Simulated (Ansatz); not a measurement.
# AlP (F-43m): thermal expansion from first principles, part 3 of 3

How much does AlP expand with temperature?

Experimental results on record:
- heat capacity C_P per formula unit 42 J/mol/K and bulk modulus 86 GPa near room temperature (given in “High-Throughput Prediction of Finite-Temperature Properties using the Quasi-Harmonic Approximation”, 2016, arXiv:1603.06924)

Ansatz 0.2.0; DFT LDA, scalar-relativistic, plane waves, PAW.

So far, isothermal bulk modulus at 298 K (GPa): step 5 (phonons on strained cells, cutoff 487.2 eV, k-mesh 8×8×8) 86.6; step 6 (k-mesh 4×4×4, q-mesh 4×4×4) 86.9. Also principal linear expansion coefficients at 298 K (× 1e-6/K): step 5 2.02; step 6 3.17. The relaxed cell has a = 5.434 Å (conventional setting).

The database entry behind the starting cell differs from later determinations by our own check (0.1 to 0.3 % short, probably kX units), so it need not match the best structure at ambient conditions.

### Step 7. A new level, relaxed again

The functional, the potentials or the cutoff change, so the crystal is relaxed again at the new setting.

File input.yaml:

```yaml
crystal:
  lattice:
    - [0.0, 2.7169780655, 2.7169780655]
    - [2.7169780655, 0.0, 2.7169780655]
    - [2.7169780655, 2.7169780655, 0.0]
  atoms:
    - { symbol: Al, position: [0.0, 0.0, 0.0] }
    - { symbol: P, position: [0.25, 0.25, 0.25] }
kpoints:
  mp_grid: { grid: [8, 8, 8] }
hamiltonian:
  xc: lda
scf:
  occupations: { method: fixed }
output:
  forces: true
  stress: true
  eigenvalues: true
basis:
  ecutwfc: 320.0
relax:
  adjacent_minimum: "off"
  f_tol: 0.001
  max_steps: 60
  cell: { stress_tol: 0.01 }
```

A lower cutoff is cheaper; the question is how far the property drifts.

Command:

```sh
ansatz run input.yaml --threads 4 --pin off --max-ram 16384MiB --backend cpu --events-out ev --progress --plain --runs-dir out
```

Numbers of over 12 decimals in the logs are rounded to 6 here.

The program printed:

```text
Warning: basis.ecutwfc = 320 eV is below the records' recommended 420 eV, and the density's cutoff is lower with it unless basis.ecutrho_ratio is high enough to keep the records' density cutoff: compare with a run at a higher cutoff
[...]
Crystal: 2 atoms, lattice volume = 40.113 Å³
Basis set: ecut = 320 eV, 531 PW (Γ)
[...]
P = ⅓ Tr σ = 0.0047 GPa (0.047 kbar)
--- Band table (eV; the first three rows and the last of 29) ---
[...]
--- Relaxed structure (3 steps of the walk, 3 accepted, 1 SCFs on fresh bases) ---
[...]
cell:  # Å, volume = 40.1575 Å³
    - [0, 2.717975, 2.717975]
    - [2.717975, 0, 2.717975]
    - [2.717975, 2.717975, 0]
  atoms:
    - { symbol: Al, position: [0, 0, 0] }
    - { symbol: P, position: [0.250000, 0.250000, 0.250000] }
[key lines of the parts left out:]
SCF converged after 7 iterations
Free energy (F): -1239.993585 eV
Fermi energy:    4.996456 eV
```

Wall time 1.9 s (4 threads of Arm Neoverse N1, shared host); peak memory 0.28 GiB; 6.1 s of CPU time.

Little changed from the start: no atom moved by 0.005 Å and no cell edge by 0.1 %.

This step gave:

| Quantity | Value |
| --- | --- |
| pressure | 0.004653 GPa |
| gap on the k-mesh | 1.425 eV |
| volume per atom | 20.08 Å³ |

The residual pressure is 0.0047 GPa, small enough for phonons.

### Step 8. Phonons on strained cells, cutoff 320 eV, q-mesh 4×4×4

The study relaxes the crystal at several strains, solves the phonons on some of them and minimises the free energy at each temperature (static energy, vibrations, the electrons in a metal, and PV under a set pressure); the q-mesh sets how far the force constants reach.

input.yaml, the sections that differ from step 7:

```yaml
crystal:
  lattice:
    - [0.0, 2.7179748479, 2.7179748479]
    - [2.7179748479, 0.0, 2.7179748479]
    - [2.7179748479, 2.7179748479, 0.0]
  atoms:
    - { symbol: Al, position: [0.0, 0.0, 0.0] }
    - { symbol: P, position: [0.25, 0.25, 0.25] }
output:
  eigenvalues: true
phonons:
  method: dfpt
  qmesh: [4, 4, 4]
  temperatures: { t_max: 800.0, t_step: 50 }
  thermal_expansion: {}
# kpoints, hamiltonian, scf, basis: as in step 7
# relax: removed
```

The program printed:

```text
[...]
Warning: basis.ecutrho_ratio = 4 (ecutrho = 1280 eV) is below the records' recommended 1680 eV
[...]
Crystal: 2 atoms, lattice volume = 40.157 Å³
Basis set: ecut = 320 eV, 531 PW (Γ), exchange–correlation on 48×48×48 points (8 copies of the dense FFT grid, shifted against one another)
[...]
800.00    3.85953    3.85953    3.85953    40.6525 |    4.97    4.97    4.97   14.91 |   13.05 |    48.856    48.504 |    80.79    81.37
[...]
vibrations' free energy: its fit passes through its cells
  the electrons' free energy at temperature is not in it: every band gap is over 0.83 eV
  free energies summed between the sampled wave vectors
[...]
band gaps on the cells' k-points are 1.368 to 1.485 eV
[key lines of the parts left out:]
SCF converged after 7 iterations
Free energy (F): -1239.993586 eV
Fermi energy:    4.996457 eV
P = ⅓ Tr σ = 0.0046 GPa (0.046 kbar)
```

Elapsed: 3.1 min, on 4 threads; peak memory 0.66 GiB.

Changing the k-mesh (4×4×4 → 8×8×8) and the cutoff (487.2 → 320 eV) takes the volume expansion at 298 K from 9.52 to 9.48 × 10⁻⁶/K and B_T from 86.9 to 85.9 GPa.

### Step 9. Phonons on strained cells, cutoff 487.2 eV, k-mesh 8×8×8 (run 2)

The study relaxes the crystal at several strains, solves the phonons on some of them and minimises the free energy at each temperature (static energy, vibrations, the electrons in a metal, and PV under a set pressure); the q-mesh sets how far the force constants reach.

input.yaml, the sections that differ from step 8:

```yaml
crystal:
  lattice:
    - [0.0, 2.7169780655, 2.7169780655]
    - [2.7169780655, 0.0, 2.7169780655]
    - [2.7169780655, 2.7169780655, 0.0]
  atoms:
    - { symbol: Al, position: [0.0, 0.0, 0.0] }
    - { symbol: P, position: [0.25, 0.25, 0.25] }
phonons:
  method: fd
  qmesh: [4, 4, 4]
  temperatures: { t_max: 800.0, t_step: 50 }
  thermal_expansion: {}
# kpoints, hamiltonian, scf, output: as in step 8
# basis: removed
```

The program printed:

```text
[...]
Crystal: 2 atoms, lattice volume = 40.113 Å³
Basis set: ecut = 487.2 eV, 941 PW (Γ)
Bands: 8, of which v1, the nominal top of the filled ones, is band 4 counted from 1 (3 counted from 0)
Symmetry: 24 space group operations
[...]
k-points: 29 of 512 (time reversal used)
[...]
800.00    3.85753    3.85753    3.85753    40.5896 |    4.74    4.74    4.74   14.23 |   12.45 |    48.815    48.491 |    81.99    82.53
[...]
vibrations' free energy: its fit passes through its cells
  the electrons' free energy at temperature is not in it: every band gap is over 0.83 eV
  free energies summed between the sampled wave vectors
[...]
band gaps on the cells' k-points are 1.360 to 1.479 eV
[key lines of the parts left out:]
SCF converged after 7 iterations
Free energy (F): -1240.042253 eV
Fermi energy:    5.004227 eV
P = ⅓ Tr σ = -0.0060 GPa (-0.060 kbar)
```

Run time: 14 min. Hardware: 4 threads; peak memory 0.73 GiB.

Changing the cutoff (320 → 487.2 eV) and the phonon method (dfpt → fd) takes the volume expansion at 298 K from 9.48 to 8.98 × 10⁻⁶/K and B_T from 85.9 to 86.9 GPa.

### Step 10. Side by side

Times are for 4 threads of Arm Neoverse N1, shared host. Results by setting:

```csv
no.,functional,cutoff (eV),k-mesh,q-mesh,method,pressure (GPa),volume expansion coefficient at 298 K (1e-6/K),C_P at 298 K (J/mol-atom/K),isothermal bulk modulus at 298 K (GPa),time,memory (GiB)
1,lda,487.2,8×8×8,2×2×2,dfpt,0,6.045,20.51,86.59,82 s,0.53
2,lda,487.2,4×4×4,4×4×4,dfpt,0,9.524,20.61,86.92,86 s,0.47
3,lda,320,8×8×8,4×4×4,dfpt,0,9.476,20.61,85.88,3.1 min,0.66
4,lda,487.2,8×8×8,4×4×4,fd,0,8.978,20.57,86.86,14 min,0.73
```

The runs together, line volume. The expansion coefficient, volume by temperature; values in 1e-6/K:

```csv
temperature (K),"lda, 487.2, 8×8×8, 2×2×2, dfpt, 0","lda, 487.2, 4×4×4, 4×4×4, dfpt, 0","lda, 320, 8×8×8, 4×4×4, dfpt, 0","lda, 487.2, 8×8×8, 4×4×4, fd, 0"
0,0,0,0,0
50,-3.45,-1.73,-1.87,-1.91
100,-4.31,-1.47,-1.76,-1.91
150,-1.1,2.16,1.91,1.61
200,2.1,5.51,5.34,4.94
250,4.45,7.91,7.81,7.35
298,6.05,9.52,9.48,8.98
300,6.1,9.58,9.53,9.03
350,7.27,10.8,10.8,10.2
400,8.14,11.6,11.7,11.1
450,8.8,12.3,12.3,11.8
500,9.32,12.8,12.9,12.3
550,9.75,13.3,13.4,12.8
600,10.1,13.6,13.8,13.1
650,10.4,13.9,14.1,13.4
700,10.7,14.2,14.4,13.7
750,10.9,14.5,14.7,14.0
800,11.2,14.7,14.9,14.2
```

The runs together, line C_P. Heat capacity, C_P against temperature; values in J/mol-atom/K:

```csv
temperature (K),"lda, 487.2, 8×8×8, 2×2×2, dfpt, 0","lda, 487.2, 4×4×4, 4×4×4, dfpt, 0","lda, 320, 8×8×8, 4×4×4, dfpt, 0","lda, 487.2, 8×8×8, 4×4×4, fd, 0"
0,0,0,0,0
50,3.26,2.85,2.93,2.93
100,8.53,8.43,8.48,8.46
150,13.3,13.3,13.4,13.3
200,16.7,16.8,16.8,16.8
250,19.0,19.1,19.1,19.1
298,20.5,20.6,20.6,20.6
300,20.6,20.7,20.7,20.6
350,21.6,21.7,21.7,21.6
400,22.3,22.4,22.4,22.4
450,22.8,22.9,22.9,22.9
500,23.2,23.3,23.3,23.3
550,23.5,23.6,23.6,23.6
600,23.8,23.8,23.8,23.8
650,23.9,24.0,24.0,24.0
700,24.1,24.2,24.2,24.2
750,24.2,24.3,24.3,24.3
800,24.3,24.4,24.4,24.4
```

### Step 11. Results

- settings of these figures: LDA, 487.2 eV, k 8×8×8, q 4×4×4
- volume expansion coefficient at 298 K: 8.978 1e-6/K
- C_P at 298 K: 20.57 J/mol-atom/K
- entropy at 298 K: 21.09 J/mol-atom/K
- isothermal bulk modulus at 298 K: 86.86 GPa
- Grüneisen parameter at 298 K: 0.4610
- volume at 298 K: 20.17 Å³/atom
- principal linear expansion coefficients at 298 K: 2.993, 2.993, 2.993 1e-6/K

In words: Near room temperature AlP expands by 8.98 × 10⁻⁶/K in volume by LDA, with C_P = 20.6 J/(mol K) per mole of atoms and B_T = 86.9 GPa. At low temperature the volume shrinks on warming, because modes with negative Grüneisen parameters outweigh the rest; the coefficient turns positive near 130 K. C_P at room temperature is 82 % of the classical 3R an atom, so the stiffest modes are still partly frozen out. A measured bulk modulus near room temperature is 86 GPa (arXiv:1603.06924); the calculated 86.9 GPa differs by +1 %. The table does not say whether its value is isothermal or adiabatic. A measured heat capacity per formula unit near room temperature is 42 J/mol/K (arXiv:1603.06924); the calculated 41.1 J/mol/K differs by -2 %. The expansion still moved strongly between the settings tried, so its convergence is not shown. Changing the q-mesh, k-mesh, cutoff and phonon method moves the volume expansion at 298 K between 6.05 and 9.52 × 10⁻⁶/K, while the CPU time spans a factor of 12. The interpolation has no quadrupole term, so branches near the zone centre are less sure, since this crystal has sites that are not centres of inversion. The PAW files were made for PBE and are used here under another functional, for which the program regenerates the frozen cores.

[Logs are printed without paths, hosts, clocks, repeated set-up lines and the standing remarks that a program may print on its own settings, such as how far it seeks lower states.]

[Hosts, paths, dates, database ids (printed as entryN), source tags and the programs' standing remarks are cut or masked in the printed files.]

[A step with changed settings may run another functional than the one named; its input shows which.]
